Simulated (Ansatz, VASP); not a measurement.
**One calculation of Si2Mo, two programs**

```xyz
3
Lattice="-1.5873 1.5873 3.8892 1.5873 -1.5873 3.8892 1.5873 1.5873 -3.8892" Properties=species:S:1:pos:R:3 pbc="T T T"
Si    0.0000    0.0000    2.6076
Si    0.0000    0.0000    5.1708
Mo    0.0000    0.0000    0.0000
```

Alike in both runs: functional LDA; k mesh 14 × 14 × 14; occupations fermi-dirac, width 0.05 eV; no spin polarisation.

Ansatz relaxed the structure, and its values are those at the end. VASP's run is a single point on that final structure, the one shown.

|  | VASP | Ansatz |
| --- | --- | --- |
| version | VASP 6.6.1 | Ansatz 0.2.0 |
| potentials or method | VASP PAW LDA potentials, release 64 (Si, Mo_sv), cutoff 520 eV | all-electron LAPW, scalar-relativistic |

|  | VASP | Ansatz | Ansatz less VASP |
| --- | --- | --- | --- |
| pressure (GPa) | 0.5 | 0.0 | -0.56 |
| rms of the force components (eV/Å) | 0.006 | 0.000 | -0.0053 |

Ansatz ran all-electron here, so the differences hold the error of VASP's frozen core and of both bases.
